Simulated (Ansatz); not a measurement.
# Si (Fd-3m) in Ansatz: a series of runs

The runs below take Si through single point, equation of state, with revPBE+D4.

All numbers are computed with Ansatz 0.2.0; they aren't measurements. Logs are shortened: lines on timing, memory, paths and dates and some standing lists are left out, and cuts for length are marked.

## (1) The crystal as given

It takes space group Fd-3m (No. 227, cubic). Conventional cell: a = 5.444 Å, b = 5.444 Å, c = 5.444 Å, α = 90.00°, β = 90.00°, γ = 90.00°. Si (site symmetry -43m) is surrounded by 4 Si at 2.36 Å.

## (2) Single point, revPBE+D4, 18.95 Å³/atom (volume scaled by 0.94)

The input, input.yaml:

```yaml
crystal:
  lattice:
    - [0.0, 2.6662876123, 2.6662876123]
    - [2.6662876123, 0.0, 2.6662876123]
    - [2.6662876123, 2.6662876123, 0.0]
  atoms:
    - { symbol: Si, position: [0.5, 0.5, 0.5] }
    - { symbol: Si, position: [0.75, 0.75, 0.75] }
hamiltonian:
  xc: revpbe
  pseudopotentials: { kind: paw }
  dispersion: d4
kpoints:
  mp_grid: { grid: [8, 8, 8] }
scf:
  occupations: { method: fermi_dirac, width: 0.05 }
output:
  forces: true
  stress: true
  eigenvalues: true
```

Potentials or basis: Ansatz PAW.

On the command line:

```
ansatz run input.yaml --threads 2 --pin off --max-ram 5120MiB --backend cpu --events-out ev --progress --plain --runs-dir out
```

Standard output:

```text
Warning: RAYON_NUM_THREADS=2 ignored (pool sized by the plan → 2); use --threads N
Engine: ansatz 0.2.0, x86_64-unknown-linux-gnu
Pseudopotentials: kind: paw
Pseudopotential: Si, paw, valence charge 4, recommended cutoff 420 eV (normal), Si.paw.azcp
Functional definition: revPBE
  parameter kappa = 1.245
  parameter beta = 0.06672455060314922
  exchange = pbe_x(kappa = kappa, mu = beta*pi^2/3)
  correlation = pbe_c(beta = beta)
Crystal: 2 atoms, lattice volume = 37.910 Å³
Basis set: ecut = 420 eV, 725 PW (Γ), exchange–correlation on 54×54×54 points (8 copies of the dense FFT grid, shifted against one another)
Bands: 8, of which v1, the nominal top of the filled ones, is band 4 counted from 1 (3 counted from 0)
Symmetry: 48 space group operations
Space group: Fd-3m (ITA 227), of the structure as read, at distance tolerance 3.4e-5 Å
k-points: 29 of 512
Non-local potential: Si, projectors of the file, l = 0: 2, l = 1: 2, l = 2: 2
PAW form: soft (Blöchl's): semilocal exchange-correlation on the pseudo side does not see the compensation charge
PAW frozen core: Si, regenerated for the run's functional, and the local potential with it (the file was generated under x = pbe(κ = 0.804, μ = 0.2195149727645171), c = pbe(β = 0.06672455060314922))
PAW one-centre angular grid: Si, 110 points (default); XC on 64 Gauss nodes
Initial density: superposition of atomic densities (neutral atoms: chi_scale 0, normalization atom), corrected by the library's trained network
Initial wavefunctions: pseudopotential atomic-orbital guess
Functional: x = revpbe(κ = 1.245, μ = 0.2195149727645171), c = pbe(β = 0.06672455060314922)
SCF iter   1: F=—  HF=-1277.215889 eV  |F-HF|=—  |Δ(HF+E_count)|=         —  Δρ=1.19e-3  dr2=2.72e-4  ethr=1.77e-3  ⟨swp⟩=6.1  Hψ=2067  notcnv=0
preconditioner: auto → none  [insulator: Δε(μ)=0.551 eV  Ē_g=9.762 eV  σ=0.050 eV  W_gap=0.99  n_scr=8 (ndim 8)  ℏωp=17.1 eV  f_vac=0.000  D(μ)=0.00/eV (n_scr^D=0)  ε∞_Penn≈4.1]
SCF iter   2: F=—  HF=-1277.216346 eV  |F-HF|=—  |Δ(HF+E_count)|=   4.57e-4  Δρ=6.17e-4  dr2=8.32e-5  ethr=3.41e-6  ⟨swp⟩=2.2  Hψ=592  notcnv=0
SCF iter   3: F=—  HF=-1277.216459 eV  |F-HF|=—  |Δ(HF+E_count)|=   1.13e-4  Δρ=1.19e-4  dr2=3.60e-6  ethr=1.04e-6  ⟨swp⟩=2.0  Hψ=347  notcnv=0
SCF iter   4: F=—  HF=-1277.216460 eV  |F-HF|=—  |Δ(HF+E_count)|=   3.52e-7  Δρ=4.97e-5  dr2=5.11e-7  ethr=4.50e-8  ⟨swp⟩=2.0  Hψ=311  notcnv=0
SCF iter   5: F=—  HF=-1277.216460 eV  |F-HF|=—  |Δ(HF+E_count)|=   2.37e-7  Δρ=3.19e-5  dr2=2.46e-7  ethr=6.38e-9  ⟨swp⟩=2.1  Hψ=344  notcnv=0
SCF iter   6: F=-1277.216460 eV  HF=-1277.216460 eV  |F-HF|=6.80e-9  |Δ(HF+E_count)|=   1.47e-8  Δρ=1.27e-5  dr2=3.93e-8  ethr=1.25e-9  ⟨swp⟩=3.0  Hψ=805  notcnv=0
SCF 1 converged in 6 iterations: F = -1277.216460 eV  dr2 = 3.93e-8
SCF converged after 6 iterations
Free energy (F): -1277.216460 eV
Harris-Foulkes:  -1277.216460 eV  (|F-HF|=6.80e-9)
Internal energy: -1277.216411 eV  (E = F + TS)
E sigma→0 (E₀):  -1277.216435 eV
Entropy (-TS):   -0.000049 eV (-0.024 meV/atom)
Fermi energy:    7.137911 eV
--- Per-component energies (eV) ---
  E_band       = 13.287119
  E_kinetic    = 82.715842
  E_local      = -50.697862  (includes V_loc(G=0)·N_el)
  E_nonlocal   = 51.933531
  E_hartree    = 14.260435
  E_xc         = -111.365320
  E_vxc        = -94.467145  (∫ρ·V_xc dr)
  E_paw        = -1030.040915  (= ΣΔE_a)
  E_vpaw       = -4.717225  (= ΣTr[D̂ρ^β])
  E_aug_tail   = 0.000011  (compensation charges beyond the density's cutoff)
  E_ewald      = -232.737029
  E_disp       = -1.247175  (pairwise vdW)
  E_core_change = -0.037931  (= ΣΔE_core)
  E_smearing   = -0.000049  (= −TS)
  E_closure    = -0.000000  (closes the sum)
  Σ components = -1277.216460   (vs F -1277.216460, Δ=0.00e0)
--- Forces (eV/Å), atoms counted from 1 ---
  atom   1  Si     0.00000000    -0.00000000    -0.00000000
  atom   2  Si     0.00000000    -0.00000000    -0.00000000
  max |Σ_I F_I| component: 4.05e-17 eV/Å
--- Stress (GPa, compression-positive) ---
        3.656597      -0.000000       0.000000
       -0.000000       3.656597       0.000000
        0.000000      -0.000000       3.656597
  P = ⅓ Tr σ = 3.6566 GPa (36.566 kbar)
--- Band table (eV; the first three rows and the last of 29) ---
  k-point 0: bands = ["-5.4565", "6.8825", "6.8825", "6.8825", "9.4674", "9.4674", "9.4674", "10.9820"]
  k-point 1: bands = ["-5.2425", "5.2668", "6.5764", "6.5764", "9.5518", "9.9160", "9.9160", "12.1893"]
  k-point 2: bands = ["-4.6170", "2.8571", "6.0850", "6.0850", "9.1398", "10.4328", "10.4328", "14.0978"]
  k-point 28: bands = ["-0.9186", "-0.9186", "2.7981", "2.7981", "11.1721", "11.1721", "12.0958", "12.0958"]
```

It took 1.2 s on 2 threads of Intel Xeon at 2.70GHz, shared host; peak memory 0.3 GiB.

What came out:

```
Free energy            : -1277.2165 eV
Pressure               : 3.7 GPa
Band gap on the k mesh : 0.55 eV, indirect (least direct gap 2.58 eV)
```

Caveat: the PAW data sets come from PBE, with cores solved anew for the run's functional, which leaves a small shift of forces and pressure.

## (3) Single point, revPBE+D4, 19.36 Å³/atom (volume scaled by 0.96)

input.yaml: that of step 2 with these lines changed.

```diff
@@ -2,5 +2,5 @@
   lattice:
-    - [0.0, 2.6662876123, 2.6662876123]
-    - [2.6662876123, 0.0, 2.6662876123]
-    - [2.6662876123, 2.6662876123, 0.0]
+    - [0.0, 2.6850649043, 2.6850649043]
+    - [2.6850649043, 0.0, 2.6850649043]
+    - [2.6850649043, 2.6850649043, 0.0]
   atoms:
@@ -20 +20,5 @@
   eigenvalues: true
+  write_density: true
+  write_potential: true
+  elf: true
+  volumetric_format: npy
```

Potentials or basis: Ansatz PAW.

On the command line:

```
ansatz run input.yaml --threads 2 --pin off --max-ram 5120MiB --backend cpu --events-out ev --progress --plain --runs-dir out
```

It took 1.5 s on 2 threads of Intel Xeon at 2.70GHz, shared host; peak memory 0.3 GiB.

The run converged. Its results:

```
Free energy            : -1277.2290 eV
Pressure               : 1.4 GPa
Band gap on the k mesh : 0.59 eV, indirect (least direct gap 2.58 eV)
```

Caveat: the PAW data sets come from PBE, with cores solved anew for the run's functional, which leaves a small shift of forces and pressure.

## (4) Single point, revPBE+D4, 19.76 Å³/atom (volume scaled by 0.98)

input.yaml: that of step 3 with these lines changed.

```diff
@@ -2,5 +2,5 @@
   lattice:
-    - [0.0, 2.6850649043, 2.6850649043]
-    - [2.6850649043, 0.0, 2.6850649043]
-    - [2.6850649043, 2.6850649043, 0.0]
+    - [0.0, 2.7035831784, 2.7035831784]
+    - [2.7035831784, 0.0, 2.7035831784]
+    - [2.7035831784, 2.7035831784, 0.0]
   atoms:
```

On the command line:

```
ansatz run input.yaml --threads 2 --pin off --max-ram 5120MiB --backend cpu --events-out ev --progress --plain --runs-dir out
```

Wall time 1.6 s (2 threads of Intel Xeon at 2.70GHz, shared host); peak memory 0.3 GiB.

The run converged. Its results:

- Free energy: -1277.2308 eV
- Pressure: -0.7 GPa
- Band gap on the k mesh: 0.63 eV, indirect (least direct gap 2.57 eV)

Caveat: the PAW data sets come from PBE, with cores solved anew for the run's functional, which leaves a small shift of forces and pressure.

## (5) Single point, revPBE+D4, 20.16 Å³/atom

The input, input.yaml:

```yaml
crystal:
  lattice:
    - [0.0, 2.7218511865, 2.7218511865]
    - [2.7218511865, 0.0, 2.7218511865]
    - [2.7218511865, 2.7218511865, 0.0]
  atoms:
    - { symbol: Si, position: [0.5, 0.5, 0.5] }
    - { symbol: Si, position: [0.75, 0.75, 0.75] }
hamiltonian:
  xc: revpbe
  pseudopotentials: { kind: paw }
  dispersion: d4
kpoints:
  mp_grid: { grid: [8, 8, 8] }
scf:
  occupations: { method: fermi_dirac, width: 0.05 }
output:
  forces: true
  stress: true
  eigenvalues: true
```

On the command line:

```
ansatz run input.yaml --threads 2 --pin off --max-ram 5120MiB --backend cpu --events-out ev --progress --plain --runs-dir out
```

Wall time 1.1 s (2 threads of Intel Xeon at 2.70GHz, shared host); peak memory 0.3 GiB.

The run converged. Its results:

```yaml
Free_energy: -1277.2228 eV
Pressure: -2.5 GPa
Band_gap_on_the_k_mesh: 0.67 eV, indirect (least direct gap 2.56 eV)
```

Caveat: the PAW data sets come from PBE, with cores solved anew for the run's functional, which leaves a small shift of forces and pressure.

## (6) Single point, revPBE+D4, 20.57 Å³/atom (volume scaled by 1.02)

input.yaml: that of step 5 with these lines changed.

```diff
@@ -2,5 +2,5 @@
   lattice:
-    - [0.0, 2.7218511865, 2.7218511865]
-    - [2.7218511865, 0.0, 2.7218511865]
-    - [2.7218511865, 2.7218511865, 0.0]
+    - [0.0, 2.7398772164, 2.7398772164]
+    - [2.7398772164, 0.0, 2.7398772164]
+    - [2.7398772164, 2.7398772164, 0.0]
   atoms:
```

Potentials or basis: Ansatz PAW.

On the command line:

```
ansatz run input.yaml --threads 2 --pin off --max-ram 5120MiB --backend cpu --events-out ev --progress --plain --runs-dir out
```

Wall time 1.1 s (2 threads of Intel Xeon at 2.70GHz, shared host); peak memory 0.3 GiB.

It converged, with:

```yaml
Free_energy: -1277.2064 eV
Pressure: -4.0 GPa
Band_gap_on_the_k_mesh: 0.70 eV, indirect (least direct gap 2.56 eV)
```

Caveat: the PAW data sets come from PBE, with cores solved anew for the run's functional, which leaves a small shift of forces and pressure.

## (7) Single point, revPBE+D4, 20.97 Å³/atom (volume scaled by 1.04)

input.yaml: that of step 6 with these lines changed.

```diff
@@ -2,5 +2,5 @@
   lattice:
-    - [0.0, 2.7398772164, 2.7398772164]
-    - [2.7398772164, 0.0, 2.7398772164]
-    - [2.7398772164, 2.7398772164, 0.0]
+    - [0.0, 2.7576691254, 2.7576691254]
+    - [2.7576691254, 0.0, 2.7576691254]
+    - [2.7576691254, 2.7576691254, 0.0]
   atoms:
```

On the command line:

```
ansatz run input.yaml --threads 2 --pin off --max-ram 5120MiB --backend cpu --events-out ev --progress --plain --runs-dir out
```

Run time: 0.94 s. Hardware: 2 threads of Intel Xeon at 2.70GHz, shared host; peak memory 0.3 GiB.

The run converged. Its results:

```
Free energy            : -1277.1824 eV
Pressure               : -5.4 GPa
Band gap on the k mesh : 0.73 eV, indirect (least direct gap 2.55 eV)
```

Caveat: the PAW data sets come from PBE, with cores solved anew for the run's functional, which leaves a small shift of forces and pressure.

## (8) Single point, revPBE+D4, 21.37 Å³/atom (volume scaled by 1.06)

input.yaml: that of step 7 with these lines changed.

```diff
@@ -2,5 +2,5 @@
   lattice:
-    - [0.0, 2.7576691254, 2.7576691254]
-    - [2.7576691254, 0.0, 2.7576691254]
-    - [2.7576691254, 2.7576691254, 0.0]
+    - [0.0, 2.7752343705, 2.7752343705]
+    - [2.7752343705, 0.0, 2.7752343705]
+    - [2.7752343705, 2.7752343705, 0.0]
   atoms:
```

On the command line:

```
ansatz run input.yaml --threads 2 --pin off --max-ram 5120MiB --backend cpu --events-out ev --progress --plain --runs-dir out
```

Run time: 1.1 s. Hardware: 2 threads of Intel Xeon at 2.70GHz, shared host; peak memory 0.3 GiB.

It converged, with:

* Free energy: -1277.1520 eV
* Pressure: -6.6 GPa
* Band gap on the k mesh: 0.76 eV, indirect (least direct gap 2.51 eV)

Caveat: the PAW data sets come from PBE, with cores solved anew for the run's functional, which leaves a small shift of forces and pressure.

## (9) Equation of state, revPBE+D4

Potentials or basis: Ansatz PAW.

This step only gathers the single runs of the series.

What came out:

| Item | Value |
| --- | --- |
| Equilibrium volume | 19.62 Å³/atom |
| Bulk modulus | 97 GPa |
| Pressure derivative of the bulk modulus | 5.2 (rough: it moves with the points fitted) |

Energy against volume, from the lowest point:
| volume (Å³/atom) | energy (meV/atom) |
| --- | --- |
| 18.955 | 7.15 |
| 19.358 | 0.87 |
| 19.761 | 0.00 |
| 20.165 | 3.96 |
| 20.568 | 12.19 |
| 20.971 | 24.17 |
| 21.375 | 39.37 |

Caveat: the potentials were made for another functional, which shifts forces and pressure.
